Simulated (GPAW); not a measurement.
Wanted: an ASE script for a GPAW 26.7.0 run.

```yaml
Task: band structure
Functional: PBEsol
Potentials_or_basis: PAW data sets generated in the run's folder for this functional
Cutoff: 600 eV
Basis: pw
k_mesh: 9 × 9 × 9
Occupations: fermi-dirac, width 0.05 eV
Spin: no spin polarisation
Maxiter: 150
Band_path: GXMGRX,MR
Band_points: 100
```

AlRu:

```xyz
2
Lattice="2.9916 0.0000 0.0000 0.0000 2.9916 0.0000 0.0000 0.0000 2.9916" Properties=species:S:1:pos:R:3 pbc="T T T"
Ru    1.4958    1.4958    1.4958
Al    0.0000    0.0000    0.0000
```

These files were run (other wordings do the same):

run.py

```python
from ase import Atoms
from ase.dft.bandgap import bandgap
from ase.io import write
from ase.units import GPa
from gpaw import GPAW, PW, setup_paths

setup_paths.insert(0, '.')

atoms = Atoms(['Ru', 'Al'],
              cell=[[2.9916, 0.0, 0.0],
                    [0.0, 2.9916, 0.0],
                    [0.0, 0.0, 2.9916]],
              scaled_positions=[[0.5, 0.5, 0.5],
                                [0.0, 0.0, 0.0]],
              pbc=True)

calc = GPAW(mode=PW(600),
            xc='PBEsol',
            kpts={'size': (9, 9, 9), 'gamma': True},
            occupations={'name': 'fermi-dirac', 'width': 0.05},
            nbands=20,
            convergence={'density': 1e-05, 'energy': 1e-05},
            maxiter=150,
            txt='gpaw.txt')
atoms.calc = calc
energy = atoms.get_potential_energy()
forces = atoms.get_forces()
stress = atoms.get_stress()
calc.write('gs.gpw')
write('result.traj', atoms)
print(f'Energy: {energy:.6f} eV')
print('Forces (eV/A):')
print(forces.round(4))
print('Stress (GPa):', (stress / GPa).round(3))
print('Fermi level:', round(calc.get_fermi_level(), 4), 'eV')
print(f'Gap: {bandgap(calc)[0]:.4f} eV, direct: {bandgap(calc, direct=True)[0]:.4f} eV')

path = atoms.cell.bandpath('GXMGRX,MR', npoints=100, eps=1e-4)
bs_calc = calc.fixed_density(kpts=path, symmetry='off', nbands=30,
                             convergence={'bands': 'CBM+6.0', 'eigenstates': 1e-6}, txt='bands.txt')
bs = bs_calc.band_structure()
bs.write('bs.json')
print(f'Gap on the path: {bandgap(bs_calc)[0]:.4f} eV')
```

Potentials or basis: PAW data sets generated in the run's folder for this functional, pw.

Command:

```console
$ gpaw-setup -f PBEsol Al Ru
$ OMP_NUM_THREADS=1 python run.py
```

Results of the run:

| Item | Value |
| --- | --- |
| Pressure | -2.6 GPa |
| Band gap along the path | none (metal or under the smearing width) |

Run time: 26 s on 1 thread of AMD EPYC 7R43 64-Core Processor (Zen 3) (shared host), peak memory 0.22 GiB.
